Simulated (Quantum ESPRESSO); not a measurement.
# ZrS2 (P-3m1) in Quantum ESPRESSO: further runs

Runs on ZrS2. Level: PBE. Tasks: band structure.

Program: Quantum ESPRESSO 7.5. These are calculated values, not measurements. Logs are shortened: lines on timing, memory, paths and dates and some standing lists are left out, and cuts for length are marked.

**Experimental background.**

“Stress-Tuned Optical Transitions in Layered 1T-MX2 (M= Hf, Zr, Sn; X= S, Se) Crystals”, 2022, arxiv:2210.12074 quotes, for a bulk crystal of ZrS2: band gap 1.68 eV (indirect).

How close the calculation comes is told below.

## 1. Starting point

Symmetry: P-3m1, No. 164, trigonal system. The conventional cell has a = 3.691 Å, b = 3.691 Å, c = 6.041 Å, α = 90.00°, β = 90.00°, γ = 120.00°. Around Zr (site symmetry -3m) lie 6 S at 2.57 Å. S (site symmetry 3m) has 3 Zr at 2.57 Å as nearest neighbours.

The cell is a database's computed one.

## 2. Band structure, PBE

Input file pw.in:

```
&CONTROL
  calculation = 'scf'
  prefix = 'pwscf'
  outdir = './tmp'
  pseudo_dir = './pseudo'
  tprnfor = .true.
  tstress = .true.
  disk_io = 'low'
/
&SYSTEM
  ibrav = 0
  celldm(1) = 8
  nat = 3
  ntyp = 2
  ecutwfc = 66
  nbnd = 19
  occupations = 'smearing'
  smearing = 'fd'
  degauss = 0.00367493
/
&ELECTRONS
  conv_thr = 6d-10
  electron_maxstep = 120
  mixing_beta = 0.5
/
ATOMIC_SPECIES
Zr    91.2240 Zr.upf
S     32.0600 S.upf
CELL_PARAMETERS alat
  0.8719627550431   0.0000000000000   0.0000000000000
 -0.4359813775215   0.7551418970180   0.0000000000000
  0.0000000000000   0.0000000000000   1.4269976308341
ATOMIC_POSITIONS crystal
Zr     0.0000000000    0.0000000000    0.0000000000
S      0.3333333333    0.6666666667    0.2379099700
S      0.6666666667    0.3333333333    0.7620900300
K_POINTS automatic
8 8 5 0 0 0
```

Input file bands.in:

```
&CONTROL
  calculation = 'bands'
  prefix = 'pwscf'
  outdir = './tmp'
  pseudo_dir = './pseudo'
  disk_io = 'low'
  verbosity = 'high'
/
&SYSTEM
  ibrav = 0
  celldm(1) = 8
  nat = 3
  ntyp = 2
  ecutwfc = 66
  nbnd = 19
  occupations = 'smearing'
  smearing = 'fd'
  degauss = 0.00367493
/
&ELECTRONS
  conv_thr = 1d-08
  electron_maxstep = 120
  mixing_beta = 0.5
  diago_full_acc = .true.
  startingwfc = 'random'
/
ATOMIC_SPECIES
Zr    91.2240 Zr.upf
S     32.0600 S.upf
CELL_PARAMETERS alat
  0.8719627550431   0.0000000000000   0.0000000000000
 -0.4359813775215   0.7551418970180   0.0000000000000
  0.0000000000000   0.0000000000000   1.4269976308341
ATOMIC_POSITIONS crystal
Zr     0.0000000000    0.0000000000    0.0000000000
S      0.3333333333    0.6666666667    0.2379099700
S      0.6666666667    0.3333333333    0.7620900300
K_POINTS crystal
60
 0.0000000000  0.0000000000  0.0000000000 1
 0.0625000000  0.0000000000  0.0000000000 1
 0.1250000000  0.0000000000  0.0000000000 1
 0.1875000000  0.0000000000  0.0000000000 1
 0.2500000000  0.0000000000  0.0000000000 1
 0.3125000000  0.0000000000  0.0000000000 1
 0.3750000000  0.0000000000  0.0000000000 1
 0.4375000000  0.0000000000  0.0000000000 1
 0.5000000000  0.0000000000  0.0000000000 1
 0.4583333333  0.0833333333  0.0000000000 1
 0.4166666667  0.1666666667  0.0000000000 1
 0.3750000000  0.2500000000  0.0000000000 1
 0.3333333333  0.3333333333  0.0000000000 1
 0.2962962963  0.2962962963  0.0000000000 1
 0.2592592593  0.2592592593  0.0000000000 1
 0.2222222222  0.2222222222  0.0000000000 1
 0.1851851852  0.1851851852  0.0000000000 1
 0.1481481481  0.1481481481  0.0000000000 1
 0.1111111111  0.1111111111  0.0000000000 1
 0.0740740741  0.0740740741  0.0000000000 1
 0.0370370370  0.0370370370  0.0000000000 1
 0.0000000000  0.0000000000  0.0000000000 1
 0.0000000000  0.0000000000  0.1250000000 1
 0.0000000000  0.0000000000  0.2500000000 1
 0.0000000000  0.0000000000  0.3750000000 1
 0.0000000000  0.0000000000  0.5000000000 1
 0.0625000000  0.0000000000  0.5000000000 1
 0.1250000000  0.0000000000  0.5000000000 1
 0.1875000000  0.0000000000  0.5000000000 1
 0.2500000000  0.0000000000  0.5000000000 1
 0.3125000000  0.0000000000  0.5000000000 1
 0.3750000000  0.0000000000  0.5000000000 1
 0.4375000000  0.0000000000  0.5000000000 1
 0.5000000000  0.0000000000  0.5000000000 1
 0.4666666667  0.0666666667  0.5000000000 1
 0.4333333333  0.1333333333  0.5000000000 1
 0.4000000000  0.2000000000  0.5000000000 1
 0.3666666667  0.2666666667  0.5000000000 1
 0.3333333333  0.3333333333  0.5000000000 1
 0.3000000000  0.3000000000  0.5000000000 1
 0.2666666667  0.2666666667  0.5000000000 1
 0.2333333333  0.2333333333  0.5000000000 1
 0.2000000000  0.2000000000  0.5000000000 1
 0.1666666667  0.1666666667  0.5000000000 1
 0.1333333333  0.1333333333  0.5000000000 1
 0.1000000000  0.1000000000  0.5000000000 1
 0.0666666667  0.0666666667  0.5000000000 1
 0.0333333333  0.0333333333  0.5000000000 1
 0.0000000000  0.0000000000  0.5000000000 1
 0.5000000000  0.0000000000  0.5000000000 1
 0.5000000000  0.0000000000  0.3750000000 1
 0.5000000000  0.0000000000  0.2500000000 1
 0.5000000000  0.0000000000  0.1250000000 1
 0.5000000000  0.0000000000  0.0000000000 1
 0.3333333333  0.3333333333  0.0000000000 1
 0.3333333333  0.3333333333  0.1000000000 1
 0.3333333333  0.3333333333  0.2000000000 1
 0.3333333333  0.3333333333  0.3000000000 1
 0.3333333333  0.3333333333  0.4000000000 1
 0.3333333333  0.3333333333  0.5000000000 1
```

Potentials or basis: PseudoDojo 0.4.1 SR PBE standard.

Started as:

```bash
> OMP_NUM_THREADS=1 pw.x -in pw.in > pw.out
> OMP_NUM_THREADS=1 pw.x -in bands.in > bands.out
```

pw.out:

```text
This program is part of the open-source Quantum ESPRESSO suite
     for quantum simulation of materials; please cite
[... 9 lines left out ...]
     --------------------
     sticks:   dense  smooth     PW     G-vecs:    dense   smooth      PW
     Sum         889     889    253                34811    34811    5383

     Using Slab Decomposition

     bravais-lattice index     =            0
     lattice parameter (alat)  =       8.0000  a.u.
     unit-cell volume          =     481.0827 (a.u.)^3
     number of atoms/cell      =            3
     number of atomic types    =            2
     number of electrons       =        24.00
     number of Kohn-Sham states=           19
     kinetic-energy cutoff     =      66.0000  Ry
     charge density cutoff     =     264.0000  Ry
     scf convergence threshold =      6.0E-10
     mixing beta               =       0.5000
     number of iterations used =            8  plain     mixing
     Exchange-correlation= PBE
                           (   1   4   3   4   0   0   0)

     celldm(1)=   8.000000  celldm(2)=   0.000000  celldm(3)=   0.000000
     celldm(4)=   0.000000  celldm(5)=   0.000000  celldm(6)=   0.000000

     crystal axes: (cart. coord. in units of alat)
               a(1) = (   0.871963   0.000000   0.000000 )
               a(2) = (  -0.435981   0.755142   0.000000 )
               a(3) = (   0.000000   0.000000   1.426998 )

     reciprocal axes: (cart. coord. in units 2 pi/alat)
               b(1) = (  1.146838  0.662127 -0.000000 )
               b(2) = (  0.000000  1.324254  0.000000 )
               b(3) = (  0.000000 -0.000000  0.700772 )

     PseudoPot. # 1 for Zr read from file:
     Zr.upf
     Pseudo is Norm-conserving + core correction, Zval = 12.0
     Generated using ONCVPSP code by D. R. Hamann
     Using radial grid of 1622 points,  6 beta functions with:
                l(1) =   0
                l(2) =   0
                l(3) =   1
                l(4) =   1
                l(5) =   2
                l(6) =   2

     PseudoPot. # 2 for S  read from file:
     S.upf
     Pseudo is Norm-conserving + core correction, Zval =  6.0
     Generated using ONCVPSP code by D. R. Hamann
     Using radial grid of 1146 points,  6 beta functions with:
                l(1) =   0
                l(2) =   0
                l(3) =   1
                l(4) =   1
                l(5) =   2
                l(6) =   2

     atomic species   valence    mass     pseudopotential
     Zr               12.00    91.22400     Zr( 1.00)
     S                 6.00    32.06000     S ( 1.00)

     12 Sym. Ops., with inversion, found

   Cartesian axes

     site n.     atom                  positions (alat units)
         1        Zr     tau(   1) = (   0.0000000   0.0000000   0.0000000  )
         2        S      tau(   2) = (  -0.0000000   0.5034279   0.3394970  )
         3        S      tau(   3) = (   0.4359814   0.2517140   1.0875007  )

     number of k points=    40  Fermi-Dirac smearing, width (Ry)=  0.0037
                       cart. coord. in units 2pi/alat
        k(    1) = (   0.0000000   0.0000000   0.0000000), wk =   0.0062500
        k(    2) = (   0.0000000   0.0000000   0.1401544), wk =   0.0125000
        k(    3) = (   0.0000000   0.0000000   0.2803088), wk =   0.0125000
        k(    4) = (   0.0000000   0.1655318   0.0000000), wk =   0.0375000
        k(    5) = (   0.0000000   0.1655318   0.1401544), wk =   0.0375000
        k(    6) = (   0.0000000   0.1655318   0.2803088), wk =   0.0375000
[... 32 lines left out ...]
        k(   39) = (  -0.1433547   0.5793613  -0.1401544), wk =   0.0750000
        k(   40) = (  -0.1433547   0.5793613  -0.2803088), wk =   0.0750000

     Dense  grid:    34811 G-vectors     FFT dimensions: (  40,  40,  60)

     Initial potential from superposition of free atoms

     starting charge      23.9976, renormalised to      24.0000
     Starting wfcs are   18 randomized atomic wfcs +    1 random wfcs

     Self-consistent Calculation

     iteration #  1     ecut=    66.00 Ry     beta= 0.50
     Davidson diagonalization with overlap
     ethr =  1.00E-02,  avg # of iterations =  4.9

     Threshold (ethr) on eigenvalues was too large:
     Diagonalizing with lowered threshold

     Davidson diagonalization with overlap
     ethr =  8.48E-04,  avg # of iterations =  1.0

     total energy              =    -145.67787937 Ry
     estimated scf accuracy    <       0.20828461 Ry
[... 57 lines left out ...]
     iteration # 10     ecut=    66.00 Ry     beta= 0.50
     Davidson diagonalization with overlap
     ethr =  1.25E-11,  avg # of iterations =  3.2

     End of self-consistent calculation

          k = 0.0000 0.0000 0.0000 (  4319 PWs)   bands (ev):

   -42.5122 -20.5702 -20.4238 -20.4238  -6.0885  -4.6941   2.2830   3.7132
     3.7132   6.3961   6.3961   6.4382   8.0715   8.0715   8.9138  11.4835
    11.4835  12.2522  12.3856
[... 63 lines left out ...]
   -42.4973 -20.6344 -20.5238 -20.4695  -5.2276  -4.7693   2.4462   3.2090
     3.9656   4.4261   5.4749   5.8000   7.6203   9.6002   9.9258  11.6260
    11.7439  13.0438  13.7770

          k = 0.0000-0.6621 0.0000 (  4350 PWs)   bands (ev):

   -42.4948 -20.6694 -20.5157 -20.4773  -5.1366  -4.7066   2.2235   3.9248
     4.0386   4.1366   4.8346   5.3180   7.6781   9.7248   9.9849  12.1568
    12.4222  13.1939  14.3943

          k = 0.0000-0.6621 0.1402 (  4344 PWs)   bands (ev):

   -42.4948 -20.6694 -20.5158 -20.4773  -5.1606  -4.6760   2.1911   3.6547
     3.9974   4.2459   5.1523   5.3868   7.6366   9.7222   9.9850  12.0146
    12.4560  12.9552  14.1245

          k = 0.0000-0.6621 0.2803 (  4356 PWs)   bands (ev):

   -42.4948 -20.6693 -20.5159 -20.4773  -5.1943  -4.6318   2.1321   3.4550
     3.9376   4.2802   5.4924   5.6123   7.5355   9.7175   9.9842  11.8073
    12.3910  12.8568  13.7090

          k = 0.1434 0.2483 0.0000 (  4351 PWs)   bands (ev):
[... 121 lines left out ...]
   -42.4973 -20.6344 -20.5238 -20.4695  -5.1687  -4.8411   2.5170   3.3155
     3.9952   4.4603   5.4145   5.4180   7.6800   9.6146   9.8376  11.7318
    12.1552  12.9615  14.2565

          k =-0.1434 0.4138-0.1402 (  4355 PWs)   bands (ev):

   -42.4991 -20.5961 -20.5301 -20.4771  -5.1943  -4.9352   3.0763   3.3485
     3.8205   4.3303   4.8406   5.6024   8.3342   9.0552   9.8931  11.2353
    12.0589  14.1770  15.4910

          k =-0.1434 0.4138-0.2803 (  4356 PWs)   bands (ev):

   -42.4991 -20.5961 -20.5302 -20.4771  -5.1328  -4.9971   2.8955   3.2061
     4.0465   4.4978   4.8956   5.6468   8.2724   9.0499   9.9103  11.2774
    11.6542  14.1826  15.0138

          k =-0.1434 0.5794-0.1402 (  4356 PWs)   bands (ev):

   -42.4948 -20.6495 -20.5162 -20.4976  -5.0689  -4.7798   2.4709   3.4708
     4.1428   4.3228   4.7764   5.1084   8.1407   9.5330   9.8755  11.5696
    12.5589  13.5234  14.7663

          k =-0.1434 0.5794-0.2803 (  4370 PWs)   bands (ev):

   -42.4948 -20.6495 -20.5163 -20.4975  -5.1084  -4.7327   2.4073   3.2998
     4.0656   4.4123   4.9159   5.4140   8.0184   9.5371   9.8652  11.5016
    12.6944  13.1317  14.2643

     the Fermi energy is     7.0059 ev

!    total energy              =    -145.73173965 Ry
     estimated scf accuracy    <          5.6E-10 Ry
     smearing contrib. (-TS)   =      -0.00000012 Ry
     internal energy E=F+TS    =    -145.73173953 Ry

     The total energy is F=E-TS. E is the sum of the following terms:
     one-electron contribution =     -55.21300813 Ry
     hartree contribution      =      35.42672956 Ry
     xc contribution           =     -32.72835923 Ry
     ewald contribution        =     -93.21710173 Ry

     convergence has been achieved in  10 iterations

     Forces acting on atoms (cartesian axes, Ry/au):

     atom    1 type  1   force =    -0.00000000    0.00000000    0.00000000
     atom    2 type  2   force =     0.00000000    0.00000000    0.00204280
     atom    3 type  2   force =    -0.00000000   -0.00000000   -0.00204280

     Total force =     0.002889     Total SCF correction =     0.000046

     Computing stress (Cartesian axis) and pressure

          total   stress  (Ry/bohr**3)                   (kbar)     P=        5.15
   0.00001066  -0.00000000   0.00000000            1.57       -0.00        0.00
  -0.00000000   0.00001066   0.00000000           -0.00        1.57        0.00
   0.00000000   0.00000000   0.00008372            0.00        0.00       12.32

=------------------------------------------------------------------------------=
   JOB DONE.
=------------------------------------------------------------------------------=
```

Run time: 2.2 min. Hardware: 1 thread of Arm Neoverse V1, shared host; peak memory 0.12 GiB.

What came out:

- Free energy: -1982.7813 eV
- Pressure: 0.5 GPa
- Largest force: 0.053 eV/Å
- Band gap on the k mesh: 1.05 eV, indirect (least direct gap 1.63 eV)
- Band gap along the path: 1.03 eV, indirect (least direct gap 1.63 eV)

Forces in eV/Å, atoms in the order of the input:
```
Zr   0.000  0.000  0.000
S    0.000  0.000  0.053
S    0.000  0.000 -0.053
```

Levels at the corners of the path, in eV from the valence-band top:
```csv
point,band 9,band 10,band 11,band 12,band 13,band 14,band 15,band 16
Γ,-2.77,-0.09,-0.09,-0.05,1.59,1.59,2.43,5.00
M,-2.45,-2.35,-1.65,-1.17,1.19,3.24,3.50,5.67
K,-3.26,-1.98,-1.98,-1.42,2.20,3.18,3.18,5.00
Γ,-2.77,-0.09,-0.09,-0.05,1.59,1.59,2.43,5.00
A,-2.75,-1.57,-0.19,-0.19,1.56,1.56,2.74,5.28
L,-2.56,-2.20,-0.98,-0.80,1.03,3.23,3.50,5.29
H,-3.04,-1.85,-1.75,-1.75,2.29,2.93,2.93,5.50
A,-2.75,-1.57,-0.19,-0.19,1.56,1.56,2.74,5.28
L,-2.56,-2.20,-0.98,-0.80,1.03,3.23,3.50,5.29
M,-2.45,-2.35,-1.65,-1.17,1.19,3.24,3.50,5.67
K,-3.26,-1.98,-1.98,-1.42,2.20,3.18,3.18,5.00
H,-3.04,-1.85,-1.75,-1.75,2.29,2.93,2.93,5.50
```

Caveat: some levels on the path didn't converge; this functional lacks dispersion, which binds the layers, so the pressure and a relaxed spacing across them are unreliable.

## 3. Band structure, PBE, spin-orbit coupling, no magnetisation

pw.in, as its differences from that of step 2:

```diff
@@ -15,3 +15,3 @@
   ecutwfc = 66
-  nbnd = 19
+  nbnd = 38
   occupations = 'smearing'
@@ -19,2 +19,4 @@
   degauss = 0.00367493
+  noncolin = .true.
+  lspinorb = .true.
 /
```

bands.in, as its differences from that of step 2:

```diff
@@ -14,3 +14,3 @@
   ecutwfc = 66
-  nbnd = 19
+  nbnd = 38
   occupations = 'smearing'
@@ -18,2 +18,4 @@
   degauss = 0.00367493
+  noncolin = .true.
+  lspinorb = .true.
 /
```

Potentials or basis: PseudoDojo 0.4 FR PBE standard.

Started as:

```bash
> OMP_NUM_THREADS=1 pw.x -in pw.in > pw.out
> OMP_NUM_THREADS=1 pw.x -in bands.in > bands.out
```

Run time: 11 min. Hardware: 1 thread of Arm Neoverse V1, shared host; peak memory 0.37 GiB.

Results (log left out):

| Quantity | Value |
| --- | --- |
| Free energy | -1982.7423 eV |
| Pressure | 0.6 GPa |
| Largest force | 0.057 eV/Å |
| Band gap on the k mesh | 1.05 eV, indirect (least direct gap 1.61 eV) |
| Band gap along the path | 1.02 eV, indirect (least direct gap 1.61 eV) |

Forces on the atoms (eV/Å):
```
Zr   0.000  0.000  0.000
S    0.000  0.000  0.057
S    0.000  0.000 -0.057
```

Stress tensor (GPa, compression positive):
```
0.21 0.00 0.00
0.00 0.21 0.00
0.00 0.00 1.27
```

Levels at the corners of the path, in eV from the valence-band top:
```tsv
point	band 20	band 21	band 22	band 23	band 24	band 25	band 26	band 27	band 28	band 29
Γ	-0.16	-0.05	-0.05	-0.03	-0.03	1.58	1.58	1.59	1.59	2.43
M	-2.35	-1.66	-1.66	-1.17	-1.17	1.19	1.19	3.23	3.23	3.50
K	-1.99	-1.97	-1.97	-1.42	-1.42	2.19	2.19	3.14	3.14	3.22
Γ	-0.16	-0.05	-0.05	-0.03	-0.03	1.58	1.58	1.59	1.59	2.43
A	-1.57	-0.23	-0.23	-0.15	-0.15	1.56	1.56	1.56	1.56	2.74
L	-2.21	-0.99	-0.99	-0.78	-0.78	1.02	1.02	3.23	3.23	3.50
H	-1.85	-1.75	-1.75	-1.75	-1.75	2.29	2.29	2.90	2.90	2.96
A	-1.57	-0.23	-0.23	-0.15	-0.15	1.56	1.56	1.56	1.56	2.74
L	-2.21	-0.99	-0.99	-0.78	-0.78	1.02	1.02	3.23	3.23	3.50
M	-2.35	-1.66	-1.66	-1.17	-1.17	1.19	1.19	3.23	3.23	3.50
K	-1.99	-1.97	-1.97	-1.42	-1.42	2.19	2.19	3.14	3.14	3.22
H	-1.85	-1.75	-1.75	-1.75	-1.75	2.29	2.29	2.90	2.90	2.96
```

Caveat: some levels on the path didn't converge; this functional lacks dispersion, which binds the layers, so the pressure and a relaxed spacing across them are unreliable.

## 4. Against experiment

Step 2. Measured gap of ZrS2: 1.68 eV (indirect; quoted in “Stress-Tuned Optical Transitions in Layered 1T-MX2 (M= Hf, Zr, Sn; X= S, Se) Crystals”, 2022, arxiv:2210.12074). This calculation gives 1.03 eV (-0.65 eV). Spin-orbit coupling on Zr is left out. The value is that of PBE, without temperature or zero-point motion. Semilocal functionals fall short of measured gaps as a rule. The cell is a database's relaxed one, not the measured one, which moves gaps too.

Step 3. Measured gap of ZrS2: 1.68 eV (indirect; quoted in “Stress-Tuned Optical Transitions in Layered 1T-MX2 (M= Hf, Zr, Sn; X= S, Se) Crystals”, 2022, arxiv:2210.12074). This calculation gives 1.02 eV (-0.66 eV). The value is that of PBE, without temperature or zero-point motion. Semilocal functionals fall short of measured gaps as a rule. The cell is a database's relaxed one, not the measured one, which moves gaps too.
